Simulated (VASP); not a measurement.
# MoS2 in VASP: notebook

The runs below take MoS2 through relaxation of cell and atoms, with PBE+D3(BJ).

Program: VASP 6.6.1. These are calculated values, not measurements. Logs are shortened: lines on timing, memory, paths and dates and some standing lists are left out, and cuts for length are marked.

## (1) The structure

The cell holds a slab with vacuum, 6 atoms: a = 3.169 Å, b = 3.169 Å, c = 27.292 Å, α = 90.00°, β = 90.00°, γ = 120.00°.

## (2) Relaxation of cell and atoms, PBE+D3(BJ)

INCAR

```
  ALGO = Normal
  EDIFF = 1E-6
  EDIFFG = -0.01
  ENCUT = 600
  GGA = PE
  IBRION = 2
  ISIF = 3
  ISMEAR = 0
  IVDW = 12
  KPAR = 4
  LASPH = T
  LATTICE_CONSTRAINTS = .TRUE. .TRUE. .FALSE.
  LCHARG = F
  LREAL = F
  LWAVE = F
  NELM = 80
  NSW = 90
  PREC = Accurate
  SIGMA = 0.03
```

KPOINTS

```
k-points
0
Gamma
  12 12 1
```

POSCAR

```
MoS2
1.0
    3.1690000000      0.0000000000      0.0000000000
   -1.5845000000      2.7444345000      0.0000000000
    0.0000000000      0.0000000000     27.2922960000
S Mo
4 2
Direct
    0.3333333300      0.6666666700      0.3297633900
    0.3333333300      0.6666666700      0.4444586100
    0.6666666700      0.3333333300      0.5555413900
    0.6666666700      0.3333333300      0.6702366100
    0.6666666700      0.3333333300      0.3871110000
    0.3333333300      0.6666666700      0.6128890000
```

Potentials or basis: VASP PAW PBE potentials, release 64 (S, Mo_sv).

The run is started by

```
$ cat potpaw_PBE.64/S/POTCAR potpaw_PBE.64/Mo_sv/POTCAR > POTCAR
$ mpirun -np 4 vasp_std > vasp.out
```

OUTCAR:

```text
EDIFF = 1E-6
   EDIFFG = -0.01
   ENCUT = 600
   GGA = PE
   IBRION = 2
   ISIF = 3
   ISMEAR = 0
   IVDW = 12
   LASPH = T
   LREAL = F
   NELM = 80
   NSW = 90
   PREC = Accurate
 IVDW          = 12

 ion  position               nearest neighbor table
   1  0.333  0.667  0.330-   5 2.41   5 2.41   5 2.41
   2  0.333  0.667  0.444-   5 2.41   5 2.41   5 2.41
   3  0.667  0.333  0.556-   6 2.41   6 2.41   6 2.41
   4  0.667  0.333  0.670-   6 2.41   6 2.41   6 2.41
   5  0.667  0.333  0.387-   1 2.41   2 2.41   1 2.41   2 2.41   1 2.41   2 2.41
   6  0.333  0.667  0.613-   3 2.41   4 2.41   3 2.41   4 2.41   3 2.41   4 2.41

  LATTYP: Found a hexagonal cell.
 ALAT       =     3.1690000000
 C/A-ratio  =     8.6122739034

  Lattice vectors:

 A1 = (   3.1690000000,   0.0000000000,   0.0000000000)
 A2 = (  -1.5845000000,   2.7444345000,   0.0000000000)
 A3 = (   0.0000000000,   0.0000000000,  27.2922960000)

Analysis of symmetry for initial positions (statically):
=====================================================================
 Subroutine PRICEL returns:
 Original cell was already a primitive cell.

 Routine SETGRP: Setting up the symmetry group for a
 hexagonal supercell.

 Subroutine GETGRP returns: Found 12 space group operations
 (whereof 12 operations were pure point group operations)
 out of a pool of 24 trial point group operations.

The static configuration has the point symmetry D_3d.

Analysis of symmetry for dynamics (positions and initial velocities):
=====================================================================
 Subroutine PRICEL returns:
 Original cell was already a primitive cell.

 Routine SETGRP: Setting up the symmetry group for a
 hexagonal supercell.

 Subroutine GETGRP returns: Found 12 space group operations
 (whereof 12 operations were pure point group operations)
 out of a pool of 24 trial point group operations.

The dynamic configuration has the point symmetry D_3d.

 Subroutine INISYM returns: Found 12 space group operations
 (whereof 12 operations are pure point group operations),
 and found     1 'primitive' translations

----------------------------------------------------------------------------------------

                                     Primitive cell

  volume of cell :     237.3642

  direct lattice vectors                    reciprocal lattice vectors
     3.169000000  0.000000000  0.000000000     0.315556958  0.182186895  0.000000000
    -1.584500000  2.744434500  0.000000000     0.000000000  0.364373790  0.000000000
     0.000000000  0.000000000 27.292296000     0.000000000  0.000000000  0.036640376

  length of vectors
     3.169000000  3.168999996 27.292296000     0.364373789  0.364373790  0.036640376

  position of ions in fractional coordinates (direct lattice)
     0.333333330  0.666666670  0.329763390
     0.333333330  0.666666670  0.444458610
     0.666666670  0.333333330  0.555541390
     0.666666670  0.333333330  0.670236610
     0.666666670  0.333333330  0.387111000
     0.333333330  0.666666670  0.612889000

  ion indices of the primitive-cell ions
   primitive index   ion index
                 1           1
                 2           2
                 3           3
                 4           4
                 5           5
                 6           6

----------------------------------------------------------------------------------------

 KPOINTS: k-points

Automatic generation of k-mesh.
 Grid dimensions read from file:
 generate k-points for:   12   12    1

 Generating k-lattice:

  Cartesian coordinates                     Fractional coordinates (reciprocal lattice)
     0.026296413  0.015182241  0.000000000     0.083333333  0.000000000  0.000000000
     0.000000000  0.030364482  0.000000000     0.000000000  0.083333333  0.000000000
     0.000000000  0.000000000  0.036640376     0.000000000  0.000000000  1.000000000

  Length of vectors
     0.030364482  0.030364482  0.036640376

  Shift w.r.t. Gamma in fractional coordinates (k-lattice)
     0.000000000  0.000000000  0.000000000

 Subroutine IBZKPT returns following result:
 ===========================================

 Found     19 irreducible k-points:

 Following reciprocal coordinates:
            Coordinates               Weight
  0.000000  0.000000  0.000000      1.000000
  0.083333  0.000000  0.000000      6.000000
  0.166667  0.000000  0.000000      6.000000
  0.250000  0.000000  0.000000      6.000000
  0.333333 -0.000000  0.000000      6.000000
  0.416667  0.000000  0.000000      6.000000
[... 11 lines left out ...]
  0.333333  0.250000  0.000000     12.000000
  0.333333  0.333333  0.000000      2.000000
   k-points           NKPTS =     19   k-points in BZ     NKDIM =     19   number of bands    NBANDS=     31
   number of dos      NEDOS =    301   number of ions     NIONS =      6
   total plane-waves  NPLWV = 175616
   dimension x,y,z NGX =    28 NGY =   28 NGZ =  224
   dimension x,y,z NGXF=    56 NGYF=   56 NGZF=  448
   ions per type =               4   2
   NGX,Y,Z   is equivalent  to a cutoff of  14.69, 14.69, 13.64 a.u.
   NGXF,Y,Z  is equivalent  to a cutoff of  29.38, 29.38, 27.29 a.u.
 SYSTEM =  unknown system
   PREC   = accura    normal or accurate (medium, high low for compatibility)
   ISTART =      0    job   : 0-new  1-cont  2-samecut
   ICHARG =      2    charge: 1-file 2-atom 10-const
   ISPIN  =      1    spin polarized calculation?
   LNONCOLLINEAR =      F non collinear calculations
   LSORBIT =      F    spin-orbit coupling
   LASPH  =      T    aspherical Exc in radial PAW
   ENCUT  =  600.0 eV  44.10 Ry    6.64 a.u.   6.33  6.33 54.51*2*pi/ulx,y,z
   NELM   =     80;   NELMIN=  2; NELMDL= -5     # of ELM steps
   EDIFF  = 0.1E-05   stopping-criterion for ELM
   LREAL  =      F    real-space projection
   EDIFFG = -.1E-01   stopping-criterion for IOM
   NSW    =     90    number of steps for IOM
   IBRION =      2    ionic relax: 0-MD 1-quasi-New 2-CG
   NFREE  =      1    steps in history (QN), initial steepest desc. (CG)
   ISIF   =      3    stress and relaxation
   ISYM   =      2    0-nonsym 1-usesym 2-fastsym
   POTIM  = 0.5000    time-step for ionic-motion
   TEBEG  =    0.0;   TEEND  =   0.0 temperature during run
   PSTRESS=    0.0 pullay stress
   NELECT =      52.0000    total number of electrons
   NUPDOWN=      -1.0000    fix difference up-down
   EMIN   =  10.00;   EMAX   =-10.00  energy-range for DOS
   EFERMI =   0.00;   METHOD = LEGACY
   ISMEAR =     0;   SIGMA  =   0.03  broadening in eV -4-tet -1-fermi 0-gaus
   EFERMI_NEDOS =   21; number of points for ismear=-14 and -15
   IALGO  =     38    algorithm
   IMIX   =      4    mixing-type and parameters
     AMIX     =   0.40;   BMIX     =  1.00
     AMIX_MAG =   1.60;   BMIX_MAG =  1.00
  volume/ion in A,a.u.               =      39.56       266.97
  Fermi-wavevector in a.u.,A,eV,Ry     =   0.986895  1.864961 13.251550  0.973961
  Thomas-Fermi vector in A             =   2.118309
   LORBIT       =      0    0 simple, 1 ext, 2 COOP (PROOUT), +10 PAW based schemes
   GGA     = PE    functional components
   LHFCALC =     F    Hartree Fock is set to
   AEXX    =    0.0000 exact exchange contribution
   IVDW    =    12    specifies the selected vdW correction
   LEPSILON=     F    determine dielectric tensor
   LRPA    =     F    only Hartree local field effects (RPA)
 conjugate gradient relaxation of ions
 non-spin polarized calculation
 Gauss-broadening in eV      SIGMA  =   0.03
  energy-cutoff  :      600.00
  volume of cell :      237.36
 maximum number of plane-waves:      7983
 NGX is ok and might be reduce to    28
   NGX = 13   NGY = 13   NGZ =109

--------------------------------------- Ionic step        1  -------------------------------------------

 number of electron      52.0000001 magnetization

 Free energy of the ion-electron system (eV)
  ---------------------------------------------------
  ext. energy  EPLUGINS =         0.00000000
  ---------------------------------------------------
  free energy    TOTEN  =       -43.65928277 eV

  energy without entropy =      -43.65928277  energy(sigma->0) =      -43.65928277

------------------------ aborting loop because EDIFF is reached ----------------------------------------

 Edisp (eV)   -2.20771

 E8    (eV) :    -0.9221

  FORCE on cell =-STRESS in cart. coord.  units (eV):
  Direction    XX          YY          ZZ          XY          YZ          ZX
  --------------------------------------------------------------------------------------
  -------------------------------------------------------------------------------------
  Total      -1.23540    -1.23540    -0.77879     0.00000     0.00000     0.00000
  in kB      -8.33879    -8.33879    -5.25676     0.00000     0.00000     0.00000
  external pressure =       -7.31 kB  Pullay stress =        0.00 kB
[... 109 lines left out ...]
  FREE ENERGIE OF THE ION-ELECTRON SYSTEM (eV)
  ---------------------------------------------------
  free  energy   TOTEN  =       -45.8735717689 eV

  energy  without entropy=      -45.8735717689  energy(sigma->0) =      -45.87357177

[... ionic steps 4 to 20 ...]

--------------------------------------- Ionic step       21  -------------------------------------------

 number of electron      51.9999998 magnetization

------------------------ aborting loop because EDIFF is reached ----------------------------------------

 Edisp (eV)   -2.25188

 E8    (eV) :    -0.9404
[... 77 lines left out ...]
  energy  without entropy=      -45.8763962517  energy(sigma->0) =      -45.87639625

--------------------------------------- Ionic step       23  -------------------------------------------

 number of electron      51.9999999 magnetization

 Free energy of the ion-electron system (eV)
  ---------------------------------------------------
  ext. energy  EPLUGINS =         0.00000000
  ---------------------------------------------------
  free energy    TOTEN  =       -43.62161946 eV

  energy without entropy =      -43.62161946  energy(sigma->0) =      -43.62161946

 E-fermi :   0.5351     XC(G=0):  -5.2587

 val. band max:        0.3976447183   @ k =   0.0000   0.0000   0.0000
 cond. band min:       1.6225769955   @ k =   0.1667   0.1667   0.0000
 fundamental gap:      1.2249322771
 Fermi energy:         0.5351362999

 k-point     1 :       0.0000    0.0000    0.0000
  band No.  band energies     occupation
      1     -60.9181      2.00000
      2     -60.9181      2.00000
      3     -35.0812      2.00000
      4     -35.0811      2.00000
      5     -34.8414      2.00000
      6     -34.8414      2.00000
[... 672 lines left out ...]
  FREE ENERGIE OF THE ION-ELECTRON SYSTEM (eV)
  ---------------------------------------------------
  free  energy   TOTEN  =       -45.8764622189 eV

  energy  without entropy=      -45.8764622189  energy(sigma->0) =      -45.87646222

 reached required accuracy - stopping structural energy minimisation
```

Run time: 6.9 min. Hardware: 4 MPI ranks of Intel Xeon 6975P-C (Granite Rapids), shared host; peak memory 0.56 GiB.

What came out:

```yaml
Free_energy: -45.8765 eV
Relaxed_volume: 39.12 Å³/atom
Relaxed_cell: a = 3.151 Å, b = 3.151 Å, c = 27.292 Å, α = 90.00°, β = 90.00°, γ = 120.00°
Space_group_after_relaxing_to_0.05_Å: P-3m1 (No. 164)
Energy_gained_by_relaxing: 1.6 meV/atom
Ionic_steps: 23
Largest_force_after_relaxing: 0.010 eV/Å
Band_gap_on_the_k_mesh: 1.23 eV, indirect (least direct gap 1.75 eV)
Dispersion_energy_per_atom: -0.376 eV
```

Forces in eV/Å, atoms in the order of the input:
```
S    0.000  0.000 -0.007
S    0.000  0.000  0.010
S    0.000  0.000 -0.010
S    0.000  0.000  0.007
Mo   0.000  0.000 -0.004
Mo   0.000  0.000  0.004
```

Step by step:
```tsv
step	energy change (eV)	largest force (eV/Å)	pressure (GPa)	volume (Å³)
1	0.0000	0.0775	-0.73	237.36
2	-0.0002	0.2246	0.74	232.67
3	-0.0066	0.0808	-0.01	234.98
4	-0.0071	0.0383	-0.05	234.69
5	-0.0073	0.0199	-0.08	234.48
6	-0.0073	0.0174	-0.07	234.49
7	-0.0073	0.0172	-0.06	234.52
8	-0.0073	0.0243	-0.10	234.63
9	-0.0073	0.0335	-0.14	234.73
10	-0.0074	0.0331	-0.14	234.73
11	-0.0074	0.0307	-0.13	234.73
12	-0.0076	0.0273	-0.12	234.72
13	-0.0078	0.0186	-0.10	234.71
14	-0.0083	0.0258	-0.05	234.68
15	-0.0088	0.0494	0.05	234.62
16	-0.0085	0.0951	0.24	234.51
17	-0.0090	0.0642	0.11	234.58
18	-0.0090	0.0598	0.10	234.62
19	-0.0092	0.0457	0.05	234.74
20	-0.0094	0.0198	-0.03	234.98
21	-0.0094	0.0212	-0.02	234.96
22	-0.0094	0.0178	-0.02	234.90
23	-0.0095	0.0098	0.00	234.73
```

Final structure:
```yaml
crystal:
  lattice:
    - [3.15136, 0.00000, 0.00000]
    - [-1.57568, 2.72916, 0.00000]
    - [0.00000, 0.00000, 27.29230]
  atoms:
    - { symbol: S, position: [0.33333, 0.66667, 0.33162] }
    - { symbol: S, position: [0.33333, 0.66667, 0.44636] }
    - { symbol: S, position: [0.66667, 0.33333, 0.55365] }
    - { symbol: S, position: [0.66667, 0.33333, 0.66838] }
    - { symbol: Mo, position: [0.66667, 0.33333, 0.38902] }
    - { symbol: Mo, position: [0.33333, 0.66667, 0.61098] }
```

As with any semilocal functional, this PBE gap is likely too small.

(Part 1 of 2 ends here.)
